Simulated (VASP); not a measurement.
# W (Im-3m) in VASP: notebook

The runs below take W through relaxation of cell and atoms, vibrations by finite differences, with PBE.

All numbers are computed with VASP 6.6.1; they aren't measurements. Logs are shortened: lines on timing, memory, paths and dates and some standing lists are left out, and cuts for length are marked.

## (1) The crystal as given

It takes space group Im-3m (No. 229, cubic). The conventional cell has a = 3.165 Å, b = 3.165 Å, c = 3.165 Å, α = 90.00°, β = 90.00°, γ = 90.00°. Around W (site symmetry m-3m) lie 8 W at 2.74 Å.

## (2) Relaxation of cell and atoms, PBE

INCAR reads:

```
SYSTEM = W
ALGO = Normal ; EDIFF = 1E-7
EDIFFG = -0.002 ; ENCUT = 520
GGA = PE ; IBRION = 2
ISIF = 3 ; ISMEAR = 0
LASPH = .True. ; LCHARG = .False.
LREAL = .False. ; LWAVE = .False.
NELM = 100 ; NSW = 80
PREC = Accurate ; SIGMA = 0.1
```

KPOINTS reads:

```
k-points
0
Gamma
  12 12 12
  0 0 0
```

POSCAR reads:

```
W
1.0
   -1.5823450000      1.5823450000      1.5823450000
    1.5823450000     -1.5823450000      1.5823450000
    1.5823450000      1.5823450000     -1.5823450000
W
1
Direct
    0.0000000000      0.0000000000      0.0000000000
```

Potentials or basis: VASP PAW PBE potentials, release 64 (W_sv).

Launch:

```sh
$ cat potpaw_PBE.64/W_sv/POTCAR > POTCAR
$ mpirun -np 1 vasp_std > vasp.out
```

OUTCAR:

```text
SYSTEM = W
   EDIFF = 1E-7
   EDIFFG = -0.002
   ENCUT = 520
   GGA = PE
   IBRION = 2
   ISIF = 3
   ISMEAR = 0
   LASPH = .True.
   LREAL = .False.
   NELM = 100
   NSW = 80
   PREC = Accurate

 ion  position               nearest neighbor table
   1  0.000  0.000  0.000-

  LATTYP: Found a body centered cubic cell.
 ALAT       =     3.1646900000

  Lattice vectors:

 A1 = (  -1.5823450000,   1.5823450000,   1.5823450000)
 A2 = (   1.5823450000,  -1.5823450000,   1.5823450000)
 A3 = (   1.5823450000,   1.5823450000,  -1.5823450000)

Analysis of symmetry for initial positions (statically):
=====================================================================
 Subroutine PRICEL returns:
 Original cell was already a primitive cell.

 Routine SETGRP: Setting up the symmetry group for a
 body centered cubic supercell.

 Subroutine GETGRP returns: Found 48 space group operations
 (whereof 48 operations were pure point group operations)
 out of a pool of 48 trial point group operations.

The static configuration has the point symmetry O_h .

Analysis of symmetry for dynamics (positions and initial velocities):
=====================================================================
 Subroutine PRICEL returns:
 Original cell was already a primitive cell.

 Routine SETGRP: Setting up the symmetry group for a
 body centered cubic supercell.

 Subroutine GETGRP returns: Found 48 space group operations
 (whereof 48 operations were pure point group operations)
 out of a pool of 48 trial point group operations.

The dynamic configuration has the point symmetry O_h .

 Subroutine INISYM returns: Found 48 space group operations
 (whereof 48 operations are pure point group operations),
 and found     1 'primitive' translations

----------------------------------------------------------------------------------------

                                     Primitive cell

  volume of cell :      15.8476

  direct lattice vectors                    reciprocal lattice vectors
    -1.582345000  1.582345000  1.582345000     0.000000000  0.315986716  0.315986716
     1.582345000 -1.582345000  1.582345000     0.315986716  0.000000000  0.315986716
     1.582345000  1.582345000 -1.582345000     0.315986716  0.315986716  0.000000000

  length of vectors
     2.740701935  2.740701935  2.740701935     0.446872699  0.446872699  0.446872699

[... 98 lines left out ...]
     AMIX_MAG =   1.60;   BMIX_MAG =  1.00
  volume/ion in A,a.u.               =      15.85       106.94
  Fermi-wavevector in a.u.,A,eV,Ry     =   1.570832  2.968442 33.572544  2.467512
  Thomas-Fermi vector in A             =   2.672506
   LORBIT       =      0    0 simple, 1 ext, 2 COOP (PROOUT), +10 PAW based schemes
   GGA     = PE    functional components
   LHFCALC =     F    Hartree Fock is set to
   AEXX    =    0.0000 exact exchange contribution
   IVDW    =     0    specifies the selected vdW correction
   LEPSILON=     F    determine dielectric tensor
   LRPA    =     F    only Hartree local field effects (RPA)
 conjugate gradient relaxation of ions
 non-spin polarized calculation
 Gauss-broadening in eV      SIGMA  =   0.10
  energy-cutoff  :      520.00
  volume of cell :       15.85
 maximum number of plane-waves:       438
   NGX = 11   NGY = 11   NGZ = 11

--------------------------------------- Ionic step        1  -------------------------------------------

 number of electron      14.0000004 magnetization

 Free energy of the ion-electron system (eV)
  ---------------------------------------------------
  ext. energy  EPLUGINS =         0.00000000
  ---------------------------------------------------
  free energy    TOTEN  =       -12.94979397 eV

  energy without entropy =      -12.94651334  energy(sigma->0) =      -12.94815366

------------------------ aborting loop because EDIFF is reached ----------------------------------------

  FORCE on cell =-STRESS in cart. coord.  units (eV):
  Direction    XX          YY          ZZ          XY          YZ          ZX
  --------------------------------------------------------------------------------------
  -------------------------------------------------------------------------------------
  Total        0.6391217      0.6391217      0.6391217     -0.0000000     -0.0000000      0.0000000
  in kB       64.6145902     64.6145902     64.6145902     -0.0000000     -0.0000000      0.0000000
  external PRESSURE =      64.6145902 kB  Pullay stress =       0.0000000 kB
[... 92 lines left out ...]
--------------------------------------- Ionic step        4  -------------------------------------------

 number of electron      14.0000000 magnetization

 Free energy of the ion-electron system (eV)
  ---------------------------------------------------
  ext. energy  EPLUGINS =         0.00000000
  ---------------------------------------------------
  free energy    TOTEN  =       -12.95628519 eV

  energy without entropy =      -12.95336854  energy(sigma->0) =      -12.95482686

 E-fermi :  11.0446     XC(G=0): -13.5278

 val. band max:       11.0337927980   @ k =  -0.2500   0.3333   0.1667
 cond. band min:      11.0792320657   @ k =  -0.1667   0.1667   0.0833
 fundamental gap:      0.0454392676
 Fermi energy:        11.0445802379

 k-point     1 :       0.0000    0.0000    0.0000
  band No.  band energies     occupation
      1     -63.0686      2.00000
      2     -26.6584      2.00000
      3     -26.6584      2.00000
      4     -26.6584      2.00000
      5       1.6282      2.00000
      6       9.9526      2.00000
      7       9.9526      2.00000
      8       9.9526      2.00000
      9      13.3617      0.00000
     10      13.3617      0.00000
     11      25.6237      0.00000
[... 309 lines left out ...]
 k-point    24 :       0.4167    0.0833    0.0833
  band No.  band energies     occupation
      1     -62.9440      2.00000
      2     -27.7823      2.00000
      3     -27.1059      2.00000
      4     -26.7451      2.00000
      5       5.6529      2.00000
      6       7.6329      2.00000
      7      10.8338      1.99712
      8      13.4848      0.00000
      9      14.2358      0.00000
     10      18.3733      0.00000
     11      20.8011      0.00000

 [... further k-points ...]

------------------------ aborting loop because EDIFF is reached ----------------------------------------

  FORCE on cell =-STRESS in cart. coord.  units (eV):
  Direction    XX          YY          ZZ          XY          YZ          ZX
  --------------------------------------------------------------------------------------
  -------------------------------------------------------------------------------------
  Total       -0.0007136     -0.0007136     -0.0007136     -0.0000000      0.0000000     -0.0000000
  in kB       -0.0706770     -0.0706770     -0.0706770     -0.0000000      0.0000000     -0.0000000
  external PRESSURE =      -0.0706770 kB  Pullay stress =       0.0000000 kB
[... 16 lines left out ...]
  FREE ENERGIE OF THE ION-ELECTRON SYSTEM (eV)
  ---------------------------------------------------
  free  energy   TOTEN  =       -12.9562851866 eV

  energy  without entropy=      -12.9533685422  energy(sigma->0) =      -12.95482686

 reached required accuracy - stopping structural energy minimisation
```

OSZICAR:

```text
N       E                     dE             d eps       ncg     rms          rms(c)
DAV:   1     0.769657995289E+02    0.76966E+02   -0.79534E+03  1584   0.145E+03
DAV:   2    -0.120590483204E+02   -0.89025E+02   -0.85949E+02  1683   0.333E+02
[... 35 lines left out ...]
   3 F= -.12956280E+02 E0= -.12954827E+02  d E =-.648573E-02
       N       E                     dE             d eps       ncg     rms          rms(c)
DAV:   1    -0.129563263626E+02   -0.46662E-04   -0.95959E-04  1620   0.490E-01    0.817E-02
DAV:   2    -0.129562897612E+02    0.36601E-04   -0.54343E-05  1614   0.100E-01    0.180E-02
DAV:   3    -0.129562844948E+02    0.52664E-05   -0.15451E-05  1647   0.519E-02    0.140E-02
DAV:   4    -0.129562852215E+02   -0.72665E-06   -0.41184E-07  1617   0.856E-03    0.167E-03
DAV:   5    -0.129562851866E+02    0.34863E-07   -0.28344E-08   827   0.221E-03
   4 F= -.12956285E+02 E0= -.12954827E+02  d E =-.649122E-02
```

Run time: 21 s. Hardware: 1 thread of Intel Xeon Platinum 8488C (Sapphire Rapids), shared host; peak memory 0.14 GiB.

What came out:

| Property | Result |
| --- | --- |
| Free energy | -12.9563 eV |
| Relaxed volume | 16.18 Å³/atom |
| Relaxed cell | a = 2.760 Å, b = 2.760 Å, c = 2.760 Å, α = 109.47°, β = 109.47°, γ = 109.47° |
| Space group after relaxing (to 0.05 Å) | Im-3m (No. 229) |
| Energy gained by relaxing | 6.5 meV/atom |
| Ionic steps | 4 |
| Pressure after relaxing | 0.0 GPa |
| Band gap on the k mesh | none (metal or under the smearing width) |

Step by step:
```tsv
step	energy change (eV)	largest force (eV/Å)	pressure (GPa)	volume (Å³)
1	0.0000	0.0000	6.46	15.85
2	0.0664	0.0000	-18.57	17.36
3	-0.0065	0.0000	-0.17	16.19
4	-0.0065	0.0000	-0.01	16.18
```

Final structure:
```
W
1.0
    -1.59321    1.59321    1.59321
     1.59321   -1.59321    1.59321
     1.59321    1.59321   -1.59321
W
1
Direct
  0.00000 0.00000 0.00000
```

Levels at points of the mesh, in eV from the Fermi level:
```csv
k point,band 4,band 5,band 6,band 7,band 8,band 9,band 10,band 11
"(0.00, 0.00, 0.00)",-37.70,-9.42,-1.09,-1.09,-1.09,2.32,2.32,14.58
"(0.50, 0.00, 0.00)",-37.71,-6.04,-3.37,0.72,2.20,3.15,6.07,10.86
"(0.50, 0.50, 0.50)",-38.55,-5.57,-5.57,5.12,5.12,5.12,8.19,8.19
```

The run has no spin-orbit coupling, so splittings on W are missing. PBE usually gives volumes a little too large and moduli too small.

## (3) Relaxation of cell and atoms, PBE

This run uses another cell than the first one, of 16.18 Å³/atom, 1.021 times its volume.

INCAR is that of step 2.

KPOINTS is that of step 2.

POSCAR reads:

```
W                                       
1.0
   -1.5932076511      1.5932076511      1.5932076511
    1.5932076511     -1.5932076511      1.5932076511
    1.5932076511      1.5932076511     -1.5932076511
  W             
     1
Direct
     0.0000000000000000    0.0000000000000000    0.0000000000000000
```

Potentials or basis: VASP PAW PBE potentials, release 64 (W_sv).

Launch:

```sh
$ cat potpaw_PBE.64/W_sv/POTCAR > POTCAR
$ mpirun -np 1 vasp_std > vasp.out
```

Run time: 7.2 s. Hardware: 1 thread of Intel Xeon Platinum 8488C (Sapphire Rapids), shared host; peak memory 0.15 GiB.

It converged, with:

```
Free energy             : -12.9565 eV
Pressure after relaxing : 0.0 GPa
Band gap on the k mesh  : none (metal or under the smearing width)
```

Final structure:
```
W
1.0
    -1.59321    1.59321    1.59321
     1.59321   -1.59321    1.59321
     1.59321    1.59321   -1.59321
W
1
Direct
  0.00000 0.00000 0.00000
```

Levels at points of the mesh, in eV from the Fermi level:
| k point | band 4 | band 5 | band 6 | band 7 | band 8 | band 9 | band 10 | band 11 |
| --- | --- | --- | --- | --- | --- | --- | --- | --- |
| (0.00, 0.00, 0.00) | -37.70 | -9.42 | -1.09 | -1.09 | -1.09 | 2.32 | 2.32 | 14.58 |
| (0.50, 0.00, 0.00) | -37.71 | -6.04 | -3.37 | 0.72 | 2.20 | 3.15 | 6.07 | 10.86 |
| (0.50, 0.50, 0.50) | -38.55 | -5.57 | -5.57 | 5.12 | 5.12 | 5.12 | 8.19 | 8.19 |

Caveat: the relaxation stopped at its first step, so nothing moved. Spin-orbit coupling is left out, which matters for the levels of W.

## (4) Vibrations by finite differences, PBE

This run uses another cell than the first one, of 16.18 Å³/atom, 1.021 times its volume.

INCAR reads:

```
SYSTEM = W
PREC = Accurate
ENCUT = 520
EDIFF = 1E-8
ISMEAR = 0
SIGMA = 0.1
LREAL = .FALSE.
LASPH = .TRUE.
NELM = 100
ALGO = Normal
ISIF = 3
LWAVE = .FALSE.
LCHARG = .FALSE.
GGA = PE
IBRION = 6
NFREE = 2
POTIM = 0.015
NSW = 1
```

KPOINTS reads:

```
Automatic mesh
0
G
  12 12 12
  0 0 0
```

POSCAR is that of step 3.

Potentials or basis: VASP PAW PBE potentials, release 64 (W_sv).

Launch:

```sh
$ cat potpaw_PBE.64/W_sv/POTCAR > POTCAR
$ mpirun -np 1 vasp_std > vasp.out
```

OUTCAR:

```text
SYSTEM = W
   PREC = Accurate
   ENCUT = 520
   EDIFF = 1E-8
   ISMEAR = 0
   LREAL = .FALSE.
   LASPH = .TRUE.
   NELM = 100
   ISIF = 3
   GGA = PE
   IBRION = 6
   NFREE = 2
   POTIM = 0.015
   NSW = 1

 ion  position               nearest neighbor table
   1  0.000  0.000  0.000-

  LATTYP: Found a body centered cubic cell.
 ALAT       =     3.1864153022

  Lattice vectors:

 A1 = (  -1.5932076511,   1.5932076511,   1.5932076511)
[... 770 lines left out ...]
             X         Y         Z           dx          dy          dz
      0.000000  0.000000  0.000000     0.554700   -0.832050    0.000000

   3 f/i=    0.000000 THz     0.000000 2PiTHz    0.000000 cm-1     0.000000 meV
             X         Y         Z           dx          dy          dz
      0.000000  0.000000  0.000000     0.000000    0.000000    1.000000

--------------------------------------------------------------------------------------------------------

 ELASTIC MODULI CONTR FROM IONIC RELAXATION (kBar)
 Direction    XX          YY          ZZ          XY          YZ          ZX
 --------------------------------------------------------------------------------
 XX           0.0000      0.0000      0.0000      0.0000      0.0000      0.0000
 YY           0.0000      0.0000      0.0000      0.0000      0.0000      0.0000
 ZZ           0.0000      0.0000      0.0000      0.0000      0.0000      0.0000
 XY           0.0000      0.0000      0.0000      0.0000      0.0000      0.0000
 YZ           0.0000      0.0000      0.0000      0.0000      0.0000      0.0000
 ZX           0.0000      0.0000      0.0000      0.0000      0.0000      0.0000
 --------------------------------------------------------------------------------

 TOTAL ELASTIC MODULI (kBar)
 Direction    XX          YY          ZZ          XY          YZ          ZX
 --------------------------------------------------------------------------------
 XX        5122.8734   1989.5690   1989.5690      0.0000      0.0000     -0.0000
 YY        1989.5690   5122.8734   1989.5690     -0.0000      0.0000      0.0000
 ZZ        1989.5690   1989.5690   5122.8734      0.0000      0.0000     -0.0000
 XY           0.0000     -0.0000      0.0000   1210.0589      0.0000      0.0000
 YZ           0.0000      0.0000      0.0000      0.0000   1210.0589      0.0000
 ZX          -0.0000      0.0000     -0.0000      0.0000      0.0000   1210.0589
 --------------------------------------------------------------------------------
```

It took 4.8 min on 1 thread of Intel Xeon Platinum 8488C (Sapphire Rapids), shared host; peak memory 0.28 GiB.

What came out:

```yaml
Elastic_constants_C11_C12_C44: 512, 199, 121 GPa
Voigt_bulk_modulus: 303 GPa
```

Elastic tensor in Voigt notation (GPa, in the Cartesian axes of the cell as first typed):
```
512 199 199   0   0   0
199 512 199   0   0   0
199 199 512   0   0   0
  0   0   0 121   0   0
  0   0   0   0 121   0
  0   0   0   0   0 121
```

Clamped-ion elastic tensor (GPa):
```
512 199 199   0   0   0
199 512 199   0   0   0
199 199 512   0   0   0
  0   0   0 121   0   0
  0   0   0   0 121   0
  0   0   0   0   0 121
```

Caveat: elastic constants of metals need much finer meshes, so these are rough.
